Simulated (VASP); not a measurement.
# Ge in VASP: notebook, part 2 of 2

VASP 6.6.1. The steps go on from the part before.

### 4 Single point, PBE

File INCAR:

```
SYSTEM = Ge
PREC = Accurate
ENCUT = 350
EDIFF = 1E-6
ISMEAR = 0
SIGMA = 0.05
LREAL = .False.
LASPH = .True.
NELM = 100
ALGO = Normal
ISIF = 2
LWAVE = .False.
LCHARG = .False.
GGA = PE
ADDGRID = .False.
```

File KPOINTS:

```
regular mesh
0
Gamma
  7 7 4
  0 0 0
```

File POSCAR:

```
Ge
1.0
    1.4880529250     -2.5946896100      0.0000000000
    1.4880529250      2.5946896100      0.0000000000
    0.0000000000      0.0000000000      4.7275957900
Ge
2
Direct
    0.3592940000      0.6730280000      0.2256240000
    0.6679590000      0.3129580000      0.7530700000
```

Potentials or basis: VASP PAW PBE potentials, release 64 (Ge_d).

Command:

```bash
> cat potpaw_PBE.64/Ge_d/POTCAR > POTCAR
> mpirun -np 1 vasp_std > vasp.out
```

OUTCAR:

```text
SYSTEM = Ge
   PREC = Accurate
   ENCUT = 350
   EDIFF = 1E-6
   ISMEAR = 0
   LREAL = .False.
   LASPH = .True.
   NELM = 100
   ISIF = 2
   GGA = PE

 Found     99 irreducible k-points:

 Following reciprocal coordinates:
            Coordinates               Weight
  0.000000  0.000000  0.000000      1.000000
  0.142857  0.000000  0.000000      2.000000
  0.000000  0.142857  0.000000      2.000000
  0.285714 -0.000000  0.000000      2.000000
 -0.000000  0.285714  0.000000      2.000000
  0.428571  0.000000  0.000000      2.000000
   k-points           NKPTS =     99   k-points in BZ     NKDIM =     99   number of bands    NBANDS=     18
   number of dos      NEDOS =    301   number of ions     NIONS =      2
   total plane-waves  NPLWV =   9720
   dimension x,y,z NGX =    18 NGY =   18 NGZ =   30
   dimension x,y,z NGXF=    36 NGYF=   36 NGZF=   60
   ions per type =               2
   NGX,Y,Z   is equivalent  to a cutoff of  10.00, 10.00, 10.55 a.u.
   NGXF,Y,Z  is equivalent  to a cutoff of  20.01, 20.01, 21.10 a.u.
 SYSTEM =  Ge
   PREC   = accura    normal or accurate (medium, high low for compatibility)
   ISTART =      0    job   : 0-new  1-cont  2-samecut
   ICHARG =      2    charge: 1-file 2-atom 10-const
   ISPIN  =      1    spin polarized calculation?
   LNONCOLLINEAR =      F non collinear calculations
   LSORBIT =      F    spin-orbit coupling
   LASPH  =      T    aspherical Exc in radial PAW
   ENCUT  =  350.0 eV  25.72 Ry    5.07 a.u.   4.56  4.56  7.21*2*pi/ulx,y,z
   NELM   =    100;   NELMIN=  2; NELMDL= -5     # of ELM steps
   EDIFF  = 0.1E-05   stopping-criterion for ELM
   LREAL  =      F    real-space projection
   EDIFFG = 0.1E-04   stopping-criterion for IOM
   NSW    =      0    number of steps for IOM
   IBRION =     -1    ionic relax: 0-MD 1-quasi-New 2-CG
   NFREE  =      0    steps in history (QN), initial steepest desc. (CG)
   ISIF   =      2    stress and relaxation
   ISYM   =      2    0-nonsym 1-usesym 2-fastsym
   POTIM  = 0.5000    time-step for ionic-motion
   TEBEG  =    0.0;   TEEND  =   0.0 temperature during run
   PSTRESS=    0.0 pullay stress
   NELECT =      28.0000    total number of electrons
   NUPDOWN=      -1.0000    fix difference up-down
   EMIN   =  10.00;   EMAX   =-10.00  energy-range for DOS
   EFERMI =   0.00;   METHOD = LEGACY
   ISMEAR =     0;   SIGMA  =   0.05  broadening in eV -4-tet -1-fermi 0-gaus
   EFERMI_NEDOS =   21; number of points for ismear=-14 and -15
   IALGO  =     38    algorithm
   IMIX   =      4    mixing-type and parameters
     AMIX     =   0.40;   BMIX     =  1.00
     AMIX_MAG =   1.60;   BMIX_MAG =  1.00
  volume/ion in A,a.u.               =      18.25       123.18
  Fermi-wavevector in a.u.,A,eV,Ry     =   1.498544  2.831837 30.553703  2.245634
  Thomas-Fermi vector in A             =   2.610289
   LORBIT       =      0    0 simple, 1 ext, 2 COOP (PROOUT), +10 PAW based schemes
   GGA     = PE    functional components
   LHFCALC =     F    Hartree Fock is set to
   AEXX    =    0.0000 exact exchange contribution
   IVDW    =     0    specifies the selected vdW correction
   LEPSILON=     F    determine dielectric tensor
   LRPA    =     F    only Hartree local field effects (RPA)
 non-spin polarized calculation
 Gauss-broadening in eV      SIGMA  =   0.05
  energy-cutoff  :      350.00
  volume of cell :       36.51
 maximum number of plane-waves:       560
 NGX is ok and might be reduce to    18

 number of electron      27.9999988 magnetization

 Free energy of the ion-electron system (eV)
  ---------------------------------------------------
  ext. energy  EPLUGINS =         0.00000000
  ---------------------------------------------------
  free energy    TOTEN  =        -8.28187902 eV

  energy without entropy =       -8.28068784  energy(sigma->0) =       -8.28128343

 E-fermi :   7.0673     XC(G=0): -11.4559

 val. band max:        7.0625906875   @ k =  -0.4286   0.1429   0.2500
 cond. band min:       7.0975138188   @ k =   0.4286   0.4286   0.0000
 fundamental gap:      0.0349231314
 Fermi energy:         7.0673238367

 k-point     1 :       0.0000    0.0000    0.0000
  band No.  band energies     occupation
      1     -17.5771      2.00000
      2     -17.5658      2.00000
      3     -17.5656      2.00000
      4     -17.5647      2.00000
      5     -17.5604      2.00000
      6     -17.5542      2.00000
[... 10 lines left out ...]
     17      16.0148      0.00000
     18      17.2607      0.00000
[... 85 lines left out ...]
 k-point     6 :       0.4286    0.0000    0.0000
  band No.  band energies     occupation
      1     -17.6267      2.00000
      2     -17.5898      2.00000
      3     -17.5796      2.00000
      4     -17.5663      2.00000
      5     -17.5251      2.00000
      6     -17.5008      2.00000
[... 10 lines left out ...]
     17       9.6103      0.00000
     18      13.5239      0.00000

 [... further k-points ...]

------------------------ aborting loop because EDIFF is reached ----------------------------------------

  FORCE on cell =-STRESS in cart. coord.  units (eV):
  Direction    XX          YY          ZZ          XY          YZ          ZX
  --------------------------------------------------------------------------------------
  -------------------------------------------------------------------------------------
  Total        1.1691272      1.3467140      1.3845788      0.0659388     -0.0015229     -0.1421094
  in kB       51.3095510     59.1033147     60.7650892      2.8938610     -0.0668367     -6.2367653
  external PRESSURE =      57.0593183 kB  Pullay stress =       0.0000000 kB

 VOLUME and BASIS-vectors are now :
 -----------------------------------------------------------------------------
  energy-cutoff  :      350.00
  volume of cell :       36.51
      direct lattice vectors                 reciprocal lattice vectors
     1.488052925 -2.594689610  0.000000000     0.336009554 -0.192701277  0.000000000
     1.488052925  2.594689610  0.000000000     0.336009554  0.192701277  0.000000000
     0.000000000  0.000000000  4.727595790     0.000000000  0.000000000  0.211524006

 POSITION                                       TOTAL-FORCE (eV/Angst)
 -----------------------------------------------------------------------------------
      1.53615      0.81404      1.06666        -0.028562     -0.017672      0.360435
      1.45966     -0.92112      3.56021         0.028562      0.017672     -0.360435
 -----------------------------------------------------------------------------------
    total drift:                                0.000130     -0.000014     -0.000455

  FREE ENERGIE OF THE ION-ELECTRON SYSTEM (eV)
  ---------------------------------------------------
  free  energy   TOTEN  =        -8.2818790187 eV

  energy  without entropy=       -8.2806878444  energy(sigma->0) =       -8.28128343
```

stdout:

```text
POSCAR found type information on POSCAR Ge
 POSCAR found :  1 types and       2 ions
 scaLAPACK will be used
 LDA part: xc-table for (Slater+PW92), standard interpolation
 POSCAR, INCAR and KPOINTS ok, starting setup
 FFT: planning ... GRIDC
 FFT: planning ... GRID_SOFT
 FFT: planning ... GRID
 WAVECAR not read
 entering main loop
```

It took 11 s on 1 thread of Intel Xeon 6975P-C (Granite Rapids), shared host; peak memory 0.14 GiB.

These settings aren't checked as converged: the numbers below hold their error.

Results:

- Free energy: -8.2819 eV
- Largest force: 0.362 eV/Å
- Band gap on the k mesh: none (metal or under the smearing width)

Caveat: the cutoff is under 1.25 times the usual one of these potentials, so pressure, stress and relaxed cells hold a basis-set (Pulay) error.
